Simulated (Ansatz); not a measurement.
**Zn vacancy in ZnS**

Method: DFT r2SCAN, scalar-relativistic, plane waves, PAW in Ansatz 0.2.0. Run with 500 eV cutoff, 2×2×2 k-mesh, shifted by half a step, Gaussian smearing of 0.01 eV, collinear spin.

Host crystal, relaxed:

```
Zn S
1.0
     0.00000    2.69420    2.69420
     2.69420    0.00000    2.69420
     2.69420    2.69420    0.00000
Zn S
1 1
Direct
  0.00000 0.00000 0.00000
  0.75000 0.75000 0.75000
```

Supercell of 32 atoms, rows in host cell vectors: 1 1 -3; -3 1 1; 1 1 1. Atoms relax at the host's cell from a start displaced at random by 0.06 Å near the defect, so other minima may exist. The cell is small, so energies carry finite-size errors of tenths of an eV. The host's Kohn–Sham gap is 2.70 eV. Atoms are taken from and returned to the elements' standard states. Charged cells are corrected for image charges with the computed static dielectric tensor (mean 8.5) and aligned with the host's potential at far atoms (alignment terms reach 0.79 eV; the program doubts the alignment in some charges, where it is up to 0.79 eV). No band-filling term is added, and the Fermi level counts from the host's valence band top.

With moments and this functional the run may sit in a state above the lowest one. Starting moments were lost in some runs.

Defect: Zn vacancy set at (0.000, 0.000, 0.000) of the host cell. Before relaxation its nearest neighbours are 4 S at 2.33 Å.

| charge | E_f at the valence band top (eV) | over the neutral state (eV) | moment (μB) | largest move (Å) | atoms near the site |
| --- | --- | --- | --- | --- | --- |
| 0 | 4.73 | 0.00 | 2.00 | 0.05 | 2 S at 2.32 Å, 2 S at 2.33 Å |
| -1 | 4.98 | 0.25 | 1.00 | 0.06 | 1 S at 2.29 Å, 2 S at 2.30 Å, 1 S at 2.31 Å |
| -2 | 5.75 | 1.03 | 0.00 | 0.08 | 2 S at 2.27 Å, 1 S at 2.28 Å, 1 S at 2.29 Å |

Among the charges computed the stable one is 0 at the valence band top, changing to -1 at 0.25 eV, changing to -2 at 0.77 eV. In charge 0, -1 the cell has partly filled bands: a level of the defect may be part filled, the carrier may sit in the host's bands, or levels may cross between the k points, so transitions that involve it are doubtful. Without the alignment that the program doubts, the level (0/-1) would lie at -0.19 eV, outside the gap, so these runs don't decide whether the defect changes charge there.

Cost: 4 runs of about 2.4 core-hours in all, on Intel Xeon Processor @ 2.10GHz (Emerald Rapids) (shared hosts).